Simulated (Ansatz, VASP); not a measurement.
Ni: VASP beside Ansatz

```
Ni
1.0
    -1.38372    1.38372    1.38372
     1.38372   -1.38372    1.38372
     1.38372    1.38372   -1.38372
Ni
1
Direct
  0.00000 0.00000 0.00000
```

This isn't the form of Ni at room conditions, which is fcc.

Alike in both runs: task single point; functional BLYP; k mesh 17 × 17 × 17; occupations fermi-dirac, width 0.1 eV; collinear spin.

|  | VASP | Ansatz |
| --- | --- | --- |
| version | VASP 6.6.1 | Ansatz 0.2.0 |
| potentials or method | VASP PAW PBE potentials, release 64 (Ni) | plane waves, PAW |
| plane-wave cutoff (eV) | 520 | 531 |
| valence electrons in the cell | 10 | 18 |

```tsv
	VASP	Ansatz	Ansatz less VASP
pressure (GPa)	17.4	17.4	+0.07
net moment per atom (μB)	0.42	0.44	+0.019
size of the moment on the site where the two differ most (μB)	0.42	0.46	+0.038
```

Site moments also hang on the region over which each program counts them. The functional is the same, so the differences come from potentials, cutoffs and numerics. The two sets of potentials don't hold the same shells in valence.

Caveats: so large a pressure means that the cell lies far from this level's equilibrium, or that cutoff or potentials fall short (VASP); the potentials were made for another functional, which shifts forces and pressure (VASP).
